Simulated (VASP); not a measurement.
## As: density of states with BEEF-vdW

As:

```
As
1.0
     3.01869   -0.10194    0.32803
    -0.10194    2.61700    0.26533
     0.32803    0.26533    2.58209
As
1
Direct
  0.50000 0.50000 0.50000
```

The cell isn't the ideal one: cell sheared at random, sigma 0.1, atoms nudged by 0.01 Å; volume scaled by 1.04.

```
Program                : VASP 6.6.1
Task                   : density of states
Functional             : BEEF-vdW
Potentials or basis    : VASP PAW PBE potentials, release 64 (As_GW)
Cutoff                 : 550 eV
k mesh                 : 9 × 10 × 11
Occupations            : gaussian, width 0.05 eV
Spin                   : no spin polarisation
Further INCAR settings : ALGO = Fast; EDIFF = 1.00e-06; NBANDS = 8
```

| Quantity | Value |
| --- | --- |
| Pressure | 5.3 GPa |
| Band gap on the k mesh | none (metal or under the smearing width) |
| Valence electrons inside the program's atomic spheres | As 2.66 |

Stress tensor (GPa, compression positive):
```
-5.45 -0.06 -2.30
-0.06 10.14 -5.69
-2.30 -5.69 11.30
```

Levels at points of the mesh, in eV from the Fermi level:
| k point | band 1 | band 2 | band 3 | band 4 | band 5 | band 6 | band 7 |
| --- | --- | --- | --- | --- | --- | --- | --- |
| (0.00, 0.00, 0.00) | -14.99 | 1.40 | 5.56 | 6.75 | 7.01 | 10.34 | 12.90 |
| (0.00, 0.50, 0.00) | -11.13 | -6.87 | 3.77 | 7.48 | 9.64 | 12.20 | 13.52 |

States per cell in windows of 0.5 eV (zero at the Fermi level; states under -8 eV left out):
```csv
from (eV),total,As1_p,As1_s,As1_d
-8.0,0.05,0.00,0.03,0.00
-7.5,0.06,0.00,0.04,0.00
-7.0,0.03,0.01,0.01,0.00
-6.5,0.09,0.03,0.01,0.00
-6.0,0.11,0.04,0.00,0.00
-5.5,0.20,0.08,0.01,0.00
-5.0,0.21,0.08,0.01,0.00
-4.5,0.32,0.12,0.01,0.00
-4.0,0.19,0.08,0.01,0.00
-3.5,0.25,0.10,0.02,0.00
-3.0,0.18,0.07,0.01,0.00
-2.5,0.30,0.12,0.02,0.01
-2.0,0.38,0.16,0.02,0.01
-1.5,0.23,0.10,0.01,0.00
-1.0,0.27,0.12,0.02,0.01
-0.5,0.23,0.10,0.01,0.01
0.0,0.32,0.15,0.02,0.01
0.5,0.22,0.10,0.01,0.01
1.0,0.30,0.14,0.02,0.01
1.5,0.17,0.08,0.01,0.01
2.0,0.27,0.14,0.02,0.01
2.5,0.16,0.09,0.01,0.00
3.0,0.22,0.11,0.01,0.01
3.5,0.22,0.11,0.01,0.01
4.0,0.29,0.14,0.01,0.02
4.5,0.26,0.11,0.01,0.02
5.0,0.15,0.04,0.00,0.02
5.5,0.26,0.08,0.01,0.03
6.0,0.28,0.11,0.01,0.03
6.5,0.41,0.17,0.01,0.04
7.0,0.26,0.10,0.00,0.03
7.5,0.25,0.06,0.00,0.04
```

Wall time 33 s on 1 thread of AMD EPYC 9R45 (Zen 5), with other jobs on the host, peak memory 0.27 GiB.

Caveat: the PAW data sets were made with another functional, which shifts forces and pressure a little.
